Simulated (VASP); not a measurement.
# CdSe (P6_3mc) in VASP: further runs

CdSe is run at these levels: PBE; tasks: single point, relaxation of cell and atoms.

All numbers are computed with VASP 6.6.1; they aren't measurements. Logs are shortened: lines on timing, memory, paths and dates and some standing lists are left out, and cuts for length are marked.

**Experimental background.**

A printed reference work, data compilation reports, for a bulk crystal of CdSe at 2 K: band gap 1.841 eV.

The results are compared with them further down.

### Step 1. The cell of the first run

Symmetry: P6_3mc, No. 186, hexagonal system. Conventional cell: a = 4.384 Å, b = 4.384 Å, c = 7.153 Å, α = 90.00°, β = 90.00°, γ = 120.00°. Cd (site symmetry 3m) has 4 Se at 2.68 to 2.69 Å within 3.5 Å. Within 3.5 Å of Se (site symmetry 3m) lie 4 Cd at 2.68 to 2.69 Å.

### Step 2. Single point, PBE

File INCAR:

```
SYSTEM = CdSe
  PREC = Accurate
  ENCUT = 520
  EDIFF = 1E-6
  ISMEAR = 0
  SIGMA = 0.02
  LREAL = .False.
  LASPH = .True.
  NELM = 100
  ALGO = Normal
  ISIF = 2
  LWAVE = .False.
  LCHARG = .False.
  GGA = PE
  NBANDS = 26
```

File KPOINTS:

```
regular mesh
0
Gamma
  6 6 4
  0 0 0
```

File POSCAR:

```
CdSe
1.0
    4.3837935973      0.0000000000      0.0000000000
   -2.1918967987      3.7964766202      0.0000000000
    0.0000000000      0.0000000000      7.1529442853
Cd Se
2 2
Direct
    0.6666666667      0.3333333333     -0.0003824326
    0.3333333333      0.6666666667      0.4996175674
    0.6666666667      0.3333333333      0.3753824326
    0.3333333333      0.6666666667      0.8753824326
```

Potentials or basis: VASP PAW PBE potentials, release 64 (Cd, Se).

Run with:

```
$ cat potpaw_PBE.64/Cd/POTCAR potpaw_PBE.64/Se/POTCAR > POTCAR
$ mpirun -np 1 vasp_std > vasp.out
```

OUTCAR:

```text
SYSTEM = CdSe
   PREC = Accurate
   ENCUT = 520
   EDIFF = 1E-6
   ISMEAR = 0
   LREAL = .False.
   LASPH = .True.
   NELM = 100
   ISIF = 2
   GGA = PE

 ion  position               nearest neighbor table
   1  0.667  0.333  1.000-   4 2.68   4 2.68   4 2.68   3 2.69
   2  0.333  0.667  0.500-   3 2.68   3 2.68   3 2.68   4 2.69
   3  0.667  0.333  0.375-   2 2.68   2 2.68   2 2.68   1 2.69
   4  0.333  0.667  0.875-   1 2.68   1 2.68   1 2.68   2 2.69

  LATTYP: Found a hexagonal cell.
 ALAT       =     4.3837935973
 C/A-ratio  =     1.6316790758

  Lattice vectors:

 A1 = (   4.3837935973,   0.0000000000,   0.0000000000)
 A2 = (  -2.1918967987,   3.7964766202,   0.0000000000)
 A3 = (   0.0000000000,   0.0000000000,   7.1529442853)

Analysis of symmetry for initial positions (statically):
=====================================================================
 Subroutine PRICEL returns:
 Original cell was already a primitive cell.

 Routine SETGRP: Setting up the symmetry group for a
 hexagonal supercell.

 Subroutine GETGRP returns: Found 12 space group operations
 (whereof  6 operations were pure point group operations)
 out of a pool of 24 trial point group operations.

The static configuration has the point symmetry C_3v.
 The point group associated with its full space group is C_6v.

Analysis of symmetry for dynamics (positions and initial velocities):
=====================================================================
 Subroutine PRICEL returns:
 Original cell was already a primitive cell.

 Routine SETGRP: Setting up the symmetry group for a
 hexagonal supercell.

 Subroutine GETGRP returns: Found 12 space group operations
 (whereof  6 operations were pure point group operations)
 out of a pool of 24 trial point group operations.

The dynamic configuration has the point symmetry C_3v.
 The point group associated with its full space group is C_6v.

 Subroutine INISYM returns: Found 12 space group operations
 (whereof  6 operations are pure point group operations),
 and found     1 'primitive' translations

----------------------------------------------------------------------------------------

                                     Primitive cell

  volume of cell :     119.0462

  direct lattice vectors                    reciprocal lattice vectors
     4.383793597  0.000000000  0.000000000     0.228112930  0.131701061  0.000000000
    -2.191896799  3.796476620  0.000000000     0.000000000  0.263402123  0.000000000
     0.000000000  0.000000000  7.152944285     0.000000000  0.000000000  0.139802571

  length of vectors
     4.383793597  4.383793597  7.152944285     0.263402123  0.263402123  0.139802571

  position of ions in fractional coordinates (direct lattice)
     0.666666667  0.333333333  0.999617567
     0.333333333  0.666666667  0.499617567
     0.666666667  0.333333333  0.375382433
     0.333333333  0.666666667  0.875382433

  ion indices of the primitive-cell ions
   primitive index   ion index
                 1           1
                 2           2
                 3           3
                 4           4

----------------------------------------------------------------------------------------

 KPOINTS: regular mesh

Automatic generation of k-mesh.
 Grid dimensions read from file:
 generate k-points for:    6    6    4

 Generating k-lattice:

  Cartesian coordinates                     Fractional coordinates (reciprocal lattice)
     0.038018822  0.021950177  0.000000000     0.166666667  0.000000000  0.000000000
     0.000000000  0.043900354  0.000000000     0.000000000  0.166666667  0.000000000
     0.000000000  0.000000000  0.034950643     0.000000000  0.000000000  0.250000000

  Length of vectors
     0.043900354  0.043900354  0.034950643

  Shift w.r.t. Gamma in fractional coordinates (k-lattice)
     0.000000000  0.000000000  0.000000000

 Subroutine IBZKPT returns following result:
 ===========================================

 Found     21 irreducible k-points:

 Following reciprocal coordinates:
            Coordinates               Weight
  0.000000  0.000000  0.000000      1.000000
  0.166667  0.000000  0.000000      6.000000
  0.333333 -0.000000  0.000000      6.000000
  0.500000  0.000000  0.000000      3.000000
  0.166667  0.166667  0.000000      6.000000
  0.333333  0.166667  0.000000     12.000000
[... 13 lines left out ...]
  0.333333  0.166667  0.500000     12.000000
  0.333333  0.333333  0.500000      2.000000
   k-points           NKPTS =     21   k-points in BZ     NKDIM =     21   number of bands    NBANDS=     26
   number of dos      NEDOS =    301   number of ions     NIONS =      4
   total plane-waves  NPLWV =  69984
   dimension x,y,z NGX =    36 NGY =   36 NGZ =   54
   dimension x,y,z NGXF=    72 NGYF=   72 NGZF=  108
   ions per type =               2   2
   NGX,Y,Z   is equivalent  to a cutoff of  13.65, 13.65, 12.55 a.u.
   NGXF,Y,Z  is equivalent  to a cutoff of  27.30, 27.30, 25.10 a.u.
 SYSTEM =  CdSe
   PREC   = accura    normal or accurate (medium, high low for compatibility)
   ISTART =      0    job   : 0-new  1-cont  2-samecut
   ICHARG =      2    charge: 1-file 2-atom 10-const
   ISPIN  =      1    spin polarized calculation?
   LNONCOLLINEAR =      F non collinear calculations
   LSORBIT =      F    spin-orbit coupling
   LASPH  =      T    aspherical Exc in radial PAW
   ENCUT  =  520.0 eV  38.22 Ry    6.18 a.u.   8.15  8.15 13.30*2*pi/ulx,y,z
   NELM   =    100;   NELMIN=  2; NELMDL= -5     # of ELM steps
   EDIFF  = 0.1E-05   stopping-criterion for ELM
   LREAL  =      F    real-space projection
   EDIFFG = 0.1E-04   stopping-criterion for IOM
   NSW    =      0    number of steps for IOM
   IBRION =     -1    ionic relax: 0-MD 1-quasi-New 2-CG
   NFREE  =      0    steps in history (QN), initial steepest desc. (CG)
   ISIF   =      2    stress and relaxation
   ISYM   =      2    0-nonsym 1-usesym 2-fastsym
   POTIM  = 0.5000    time-step for ionic-motion
   TEBEG  =    0.0;   TEEND  =   0.0 temperature during run
   PSTRESS=    0.0 pullay stress
   NELECT =      36.0000    total number of electrons
   NUPDOWN=      -1.0000    fix difference up-down
   EMIN   =  10.00;   EMAX   =-10.00  energy-range for DOS
   EFERMI =   0.00;   METHOD = LEGACY
   ISMEAR =     0;   SIGMA  =   0.02  broadening in eV -4-tet -1-fermi 0-gaus
   EFERMI_NEDOS =   21; number of points for ismear=-14 and -15
   IALGO  =     38    algorithm
   IMIX   =      4    mixing-type and parameters
     AMIX     =   0.40;   BMIX     =  1.00
     AMIX_MAG =   1.60;   BMIX_MAG =  1.00
  volume/ion in A,a.u.               =      29.76       200.84
  Fermi-wavevector in a.u.,A,eV,Ry     =   1.098847  2.076519 16.428546  1.207464
  Thomas-Fermi vector in A             =   2.235231
   LORBIT       =      0    0 simple, 1 ext, 2 COOP (PROOUT), +10 PAW based schemes
   GGA     = PE    functional components
   LHFCALC =     F    Hartree Fock is set to
   AEXX    =    0.0000 exact exchange contribution
   IVDW    =     0    specifies the selected vdW correction
   LEPSILON=     F    determine dielectric tensor
   LRPA    =     F    only Hartree local field effects (RPA)
 non-spin polarized calculation
 Gauss-broadening in eV      SIGMA  =   0.02
  energy-cutoff  :      520.00
  volume of cell :      119.05
 maximum number of plane-waves:      3240
 NGX is ok and might be reduce to    36
   NGX = 17   NGY = 17   NGZ = 27

 number of electron      36.0000015 magnetization

 Free energy of the ion-electron system (eV)
  ---------------------------------------------------
  ext. energy  EPLUGINS =         0.00000000
  ---------------------------------------------------
  free energy    TOTEN  =       -10.99088413 eV

  energy without entropy =      -10.99088413  energy(sigma->0) =      -10.99088413

 E-fermi :   0.6176     XC(G=0):  -8.6246

 val. band max:        0.5163328310   @ k =   0.0000   0.0000   0.0000
 cond. band min:       1.0562636832   @ k =   0.0000   0.0000   0.0000
 fundamental gap:      0.5399308522
 Fermi energy:         0.6175939896

 k-point     1 :       0.0000    0.0000    0.0000
  band No.  band energies     occupation
      1     -11.7830      2.00000
      2     -11.4537      2.00000
      3      -7.2421      2.00000
      4      -7.2363      2.00000
      5      -7.2363      2.00000
      6      -7.1786      2.00000
[... 18 lines left out ...]
     25       7.4704      0.00000
     26       8.0164      0.00000

 k-point     2 :       0.1667    0.0000    0.0000
  band No.  band energies     occupation
      1     -11.7107      2.00000
      2     -11.4214      2.00000
      3      -7.2201      2.00000
      4      -7.2119      2.00000
      5      -7.1762      2.00000
      6      -7.1447      2.00000
[... 18 lines left out ...]
     25       7.6540      0.00000
     26       8.0545      0.00000

 k-point     3 :       0.3333   -0.0000    0.0000
  band No.  band energies     occupation
      1     -11.5536      2.00000
      2     -11.3670      2.00000
      3      -7.1821      2.00000
      4      -7.1733      2.00000
      5      -7.0821      2.00000
      6      -7.0765      2.00000
[... 18 lines left out ...]
     25       8.2888      0.00000
     26       8.5324      0.00000

 k-point     4 :       0.5000    0.0000    0.0000
  band No.  band energies     occupation
      1     -11.4593      2.00000
      2     -11.3543      2.00000
      3      -7.1687      2.00000
      4      -7.1605      2.00000
      5      -7.0450      2.00000
      6      -7.0306      2.00000
[... 18 lines left out ...]
     25       8.3158      0.00000
     26       9.9676      0.00000
[... 409 lines left out ...]
      1     -11.4829      2.00000
      2     -11.4829      2.00000
      3      -7.1524      2.00000
      4      -7.1524      2.00000
      5      -7.1341      2.00000
      6      -7.1341      2.00000
[... 18 lines left out ...]
     25       7.9391      0.00000
     26       7.9391      0.00000

 k-point    20 :       0.3333    0.1667    0.5000
  band No.  band energies     occupation
      1     -11.4019      2.00000
      2     -11.4019      2.00000
      3      -7.1292      2.00000
      4      -7.1292      2.00000
      5      -7.1048      2.00000
      6      -7.1048      2.00000
[... 18 lines left out ...]
     25       8.3695      0.00000
     26       8.3695      0.00000

 k-point    21 :       0.3333    0.3333    0.5000
  band No.  band energies     occupation
      1     -11.3755      2.00000
      2     -11.3755      2.00000
      3      -7.1114      2.00000
      4      -7.1114      2.00000
      5      -7.1034      2.00000
      6      -7.1034      2.00000
[... 18 lines left out ...]
     25       9.1039      0.00000
     26       9.1040      0.00000

------------------------ aborting loop because EDIFF is reached ----------------------------------------

  FORCE on cell =-STRESS in cart. coord.  units (eV):
  Direction    XX          YY          ZZ          XY          YZ          ZX
  --------------------------------------------------------------------------------------
  -------------------------------------------------------------------------------------
  Total        0.1771899      0.1771899      0.1804233     -0.0000000      0.0000000      0.0000000
  in kB        2.3847005      2.3847005      2.4282167     -0.0000000      0.0000000      0.0000000
  external PRESSURE =       2.3992059 kB  Pullay stress =       0.0000000 kB

 VOLUME and BASIS-vectors are now :
 -----------------------------------------------------------------------------
  energy-cutoff  :      520.00
  volume of cell :      119.05
      direct lattice vectors                 reciprocal lattice vectors
     4.383793597  0.000000000  0.000000000     0.228112930  0.131701061  0.000000000
    -2.191896799  3.796476620  0.000000000     0.000000000  0.263402123  0.000000000
     0.000000000  0.000000000  7.152944285     0.000000000  0.000000000  0.139802571

 POSITION                                       TOTAL-FORCE (eV/Angst)
 -----------------------------------------------------------------------------------
      2.19190      1.26549      7.15021         0.000000     -0.000000     -0.000053
     -0.00000      2.53098      3.57374         0.000000      0.000000     -0.000053
      2.19190      1.26549      2.68509         0.000000     -0.000000      0.000053
     -0.00000      2.53098      6.26156        -0.000000     -0.000000      0.000053
 -----------------------------------------------------------------------------------
    total drift:                               -0.000000     -0.000000      0.000446

  FREE ENERGIE OF THE ION-ELECTRON SYSTEM (eV)
  ---------------------------------------------------
  free  energy   TOTEN  =       -10.9908841306 eV

  energy  without entropy=      -10.9908841306  energy(sigma->0) =      -10.99088413
```

Wall time 74 s (1 thread of Intel Xeon Platinum 8488C (Sapphire Rapids), shared host); peak memory 0.27 GiB.

What came out:

```yaml
Free_energy: -10.9909 eV
Pressure: 0.2 GPa
Band_gap_on_the_k_mesh: 0.54 eV, direct
```

### Step 3. Relaxation of cell and atoms, PBE

This run uses another cell than the first one, of 28.06 Å³/atom, 0.943 times its volume.

File INCAR:

```
SYSTEM = CdSe
PREC = Accurate
ENCUT = 600
EDIFF = 1E-6
ISMEAR = 0
SIGMA = 0.02
LREAL = .False.
LASPH = .True.
NELM = 100
ALGO = Normal
ISIF = 3
LWAVE = .False.
LCHARG = .False.
GGA = PE
IBRION = 2
NSW = 100
EDIFFG = -0.005
```

File KPOINTS:

```
Automatic mesh
0
Gamma
  6 6 4
  0 0 0
```

File POSCAR:

```
CdSe
1.0
    4.2984999142      0.0000000000      0.0000000000
   -2.1492499571      3.7226101239      0.0000000000
    0.0000000000      0.0000000000      7.0152000000
Cd Se
2 2
Direct
    0.6666666667      0.3333333333      0.0000000000
    0.3333333333      0.6666666667      0.5000000000
    0.6666666667      0.3333333333      0.3750000000
    0.3333333333      0.6666666667      0.8750000000
```

Potentials or basis: VASP PAW PBE potentials, release 64 (Cd, Se).

Run with:

```
$ cat potpaw_PBE.64/Cd/POTCAR potpaw_PBE.64/Se/POTCAR > POTCAR
$ mpirun -np 1 vasp_std > vasp.out
```

Wall time 5.1 min (1 thread of Intel Xeon Platinum 8488C (Sapphire Rapids), shared host); peak memory 0.29 GiB.

It converged, with:

```yaml
Free_energy: -10.9889 eV
Relaxed_volume: 29.90 Å³/atom
Relaxed_cell: a = 4.390 Å, b = 4.390 Å, c = 7.168 Å, α = 90.00°, β = 90.00°, γ = 120.00°
Space_group_after_relaxing_to_0.05_Å: P6_3mc (No. 186)
Energy_gained_by_relaxing: 17.7 meV/atom
Ionic_steps: 8
Pressure_after_relaxing: 0.0 GPa
Band_gap_on_the_k_mesh: 0.53 eV, direct
```

Forces in eV/Å, atoms in the order of the input:
```
Cd   0.000  0.000 -0.002
Cd   0.000  0.000 -0.002
Se   0.000  0.000  0.002
Se   0.000  0.000  0.002
```

The path:
```
step  energy change (eV)  largest force (eV/Å)  pressure (GPa)  volume (Å³)
   1              0.0000                0.0199            3.27       112.25
   2             -0.0654                0.0060           -0.78       121.82
   3             -0.0709                0.0083           -0.01       119.59
   4             -0.0708                0.0085            0.07       119.44
   5             -0.0709                0.0055            0.06       119.44
   6             -0.0709                0.0013            0.05       119.45
   7             -0.0709                0.0003            0.04       119.50
   8             -0.0709                0.0021            0.00       119.62
```

Final structure:
```
Cd Se
1.0
     4.38980    0.00000    0.00000
    -2.19490    3.80168    0.00000
     0.00000    0.00000    7.16767
Cd Se
2 2
Direct
  0.66667 0.33333 0.99972
  0.33333 0.66667 0.49972
  0.66667 0.33333 0.37528
  0.33333 0.66667 0.87528
```

Levels at points of the mesh, in eV from the valence-band top:
| k point | band 16 | band 17 | band 18 | band 19 | band 20 | band 21 |
| --- | --- | --- | --- | --- | --- | --- |
| (0.00, 0.00, 0.00) | -0.04 | 0.00 | 0.00 | 0.53 | 2.14 | 5.85 |
| (0.50, 0.00, 0.00) | -1.66 | -1.19 | -0.67 | 3.08 | 3.33 | 4.78 |
| (0.00, 0.00, 0.50) | -0.36 | -0.36 | -0.36 | 2.25 | 2.25 | 5.75 |
| (0.50, 0.00, 0.50) | -1.23 | -1.20 | -1.20 | 2.89 | 2.89 | 4.83 |

### Step 4. Single point, PBE

File INCAR:

```
SYSTEM = CdSe
PREC     = Accurate       ! precision mode
ENCUT    = 520            ! plane-wave cutoff, eV
EDIFF    = 1E-7           ! SCF threshold, eV
ISMEAR   = 0              ! smearing method
SIGMA    = 0.02           ! smearing width, eV
LREAL    = .FALSE.        ! projectors in reciprocal space
LASPH    = .TRUE.         ! aspherical terms in the spheres
NELM     = 100            ! most SCF steps
ALGO     = Normal         ! electronic algorithm
ISIF     = 2              ! what is computed and relaxed
LWAVE    = .FALSE.        ! write WAVECAR
LCHARG   = .TRUE.         ! write CHGCAR
GGA      = PE             ! functional
LELF     = .TRUE.         ! ELF
LVHAR    = .TRUE.       
NBANDS   = 26             ! bands
```

File KPOINTS:

```
Automatic mesh
0
G
  12 12 6
  0 0 0
```

File POSCAR:

```
CdSe
1.0
    4.3837935973      0.0000000000      0.0000000000
   -2.1918967987      3.7964766202      0.0000000000
    0.0000000000      0.0000000000      7.1529442853
Cd Se
2 2
Direct
    0.6666666667      0.3333333333     -0.0003824326
    0.3333333333      0.6666666667      0.4996175674
    0.6666666667      0.3333333333      0.3753824326
    0.3333333333      0.6666666667      0.8753824326
```

Run with:

```
$ cat potpaw_PBE.64/Cd/POTCAR potpaw_PBE.64/Se/POTCAR > POTCAR
$ mpirun -np 1 vasp_std > vasp.out
```

It took 4.1 min on 1 thread of Intel Xeon Platinum 8488C (Sapphire Rapids), shared host; peak memory 0.38 GiB.

The run converged. Its results:

```yaml
Free_energy: -10.9956 eV
Pressure: 0.2 GPa
Band_gap_on_the_k_mesh: 0.54 eV, direct
```

Levels at points of the mesh, in eV from the valence-band top:
```tsv
k point	band 14	band 15	band 16	band 17	band 18	band 19	band 20	band 21	band 22	band 23
(0.00, 0.00, 0.00)	-0.69	-0.69	-0.04	0.00	0.00	0.54	2.14	5.85	5.85	6.13
(0.50, 0.00, 0.00)	-3.42	-2.42	-1.68	-1.20	-0.68	3.09	3.33	4.79	5.94	6.44
(0.00, 0.00, 0.50)	-2.53	-0.36	-0.36	-0.36	-0.36	2.26	2.26	5.76	5.76	6.24
(0.50, 0.00, 0.50)	-3.94	-1.24	-1.24	-1.21	-1.21	2.90	2.90	4.83	4.83	7.56
```

[end of part 1 of 2]
